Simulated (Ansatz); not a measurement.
## HfO2 (P4_2/nmc), one atom moved along a line

Level of theory: DFT PBE, scalar-relativistic, plane waves, PAW (Ansatz). Cutoff 420 eV, Γ-centred 6×6×4 k-points, Gaussian smearing of 0.05 eV. Spin–orbit coupling is left out, which matters for the heavy elements here. No spin polarisation. Energies are free energies at this smearing, counted from the undisturbed cell; pressure is positive in compression.

Zero of the scan (relaxed at this level; this form isn't the usual structure):

```
CELL_PARAMETERS angstrom
3.60430 0.00000 0.00000
0.00000 3.60430 0.00000
0.00000 0.00000 5.26397
ATOMIC_POSITIONS crystal
Hf 0.50000 0.50000 0.50000
Hf 0.00000 0.00000 0.00000
O 0.00000 0.50000 0.69325
O 0.50000 0.00000 0.80675
O 0.50000 0.00000 0.30675
O 0.00000 0.50000 0.19325
```

Atom 3 (O) is moved by x along the Cartesian unit vector (-0.871, 0.000, -0.492); the cell and all other atoms stay fixed.

```csv
x (Å),ΔE (meV/cell),force along x on the moved atoms (eV/Å),pressure (GPa),gap on the mesh (eV)
-0.2000,?,2.62,0.8,?
-0.1600,186.1,2.19,0.4,4.58
-0.1200,?,1.72,0.0,?
-0.0800,49.5,1.20,?,?
-0.0400,12.8,0.63,-0.1,4.64
0.0000,0.0,0.00,0.0,4.67
0.0800,57.0,-1.48,1.0,4.68
0.1200,133.4,-2.36,1.8,4.69
0.1600,247.4,-3.36,2.9,4.69
0.2000,404.2,-4.51,4.3,4.70
```

Task: Give the withheld values.

Result: ΔE (meV/cell) at x (Å) = -0.2000: 282.5; gap on the mesh (eV) at x (Å) = -0.2000: 4.54; ΔE (meV/cell) at x (Å) = -0.1200: 107.9; gap on the mesh (eV) at x (Å) = -0.1200: 4.60; pressure (GPa) at x (Å) = -0.0800: -0.1; gap on the mesh (eV) at x (Å) = -0.0800: 4.62.

Cost: 10 runs of about 2 core-minutes in all, on Arm Neoverse V2 (shared hosts).